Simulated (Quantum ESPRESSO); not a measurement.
## KBr: dielectric tensor and Born charges under several settings

```
Br K
1.0
     0.00000    3.30000    3.30000
     3.30000    0.00000    3.30000
     3.30000    3.30000    0.00000
Br K
1 1
Cartesian
  3.3000 3.3000 3.3000
  0.0000 0.0000 0.0000
```

All runs used Quantum ESPRESSO 7.5; k mesh 6 × 6 × 6, shifted; given cell; no spin polarisation; occupations smeared at first, fixed for the response.

```tsv
level	potentials	cutoff (eV)	pressure (GPa)	ε∞ (diagonal)	Born charge of atom 1 (e)
LDA	PseudoDojo 0.4.1 SR LDA standard	980	-1.7	2.63	-1.13
PBE	PseudoDojo 0.4.1 SR PBE standard	1007	?	?	?
PBEsol	PseudoDojo 0.4.1 SR PBEsol standard	1007	-0.3	2.59	-1.13
WC	PseudoDojo 0.4.1 SR PBE standard	1007	-0.1	2.59	-1.13
BLYP	PseudoDojo 0.4.1 SR PBE standard	1007	1.5	2.54	-1.12
AM05	PseudoDojo 0.4.1 SR PBE standard	1007	0.4	2.55	-1.14
```

Q: What stands in the row left open?

A: Pressure 0.7 GPa; ε∞ 2.55; Born charge of atom 1 -1.13 e.

Caveats: the potentials were made for another functional, which shifts forces and pressure (some runs).
